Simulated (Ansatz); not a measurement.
A relaxed cell of La2O3 is given with its symmetry left out. The cell was found from a structure generator's guess, not taken from experiment.

All numbers below come from Ansatz, DFT PBE, scalar-relativistic, plane waves, PAW. Cutoff 420 eV, Γ-centred mesh, Gaussian smearing, no spin polarisation.

```xyz
5
Lattice="-2.4685 2.4685 3.5308 2.4685 -2.4685 3.5308 2.4685 2.4685 -3.5308" Properties=species:S:1:pos:R:3 pbc="T T T"
La    0.0000    0.0000    5.0771
La    0.0000    0.0000    1.9845
O     2.4685    0.0000    0.3893
O     2.4685    0.0000    3.1415
O     0.0000    0.0000    0.0000
```

Formation energies are uncorrected and refer to the elements' standard structures at the same level (O₂ as a molecule).

**Question.** Find its symmetry and describe it.

**Answer.** I-4m2 (No. 119). Conventional cell: a = 4.937 Å, c = 7.062 Å. La is surrounded by 1 O at 1.98 Å, 2 O at 2.73 Å, 2 O at 2.94 Å, 1 La at 3.09 Å and 2 O at 3.14 Å; O on a site of symmetry 2mm is surrounded by 2 O at 2.50 Å, 2 La at 2.73 Å, 1 O at 2.75 Å, 2 La at 2.94 Å and 2 La at 3.14 Å; O on a site of symmetry -4m2 is surrounded by 2 La at 1.98 Å and 4 O at 2.50 Å.

**Question.** What is its formation energy per atom?

**Answer.** −1.84 eV/atom.

**Question.** Is it a metal?

**Answer.** It can't be told: by band count a gap of 0.05 eV opens on the 12×12×12 mesh, less than the smearing, so the run treats the cell as a metal.

The last run used a 12×12×12 mesh for its 5-atom cell and Gaussian smearing of 0.10 eV. Symmetry constrained the relaxation, so the result can be a saddle point. Another cell of La2O3 relaxed alike, in P-3m1 (a Materials Project cell), lies 1.56 eV/atom lower, so this cell isn't the stable form at this level.
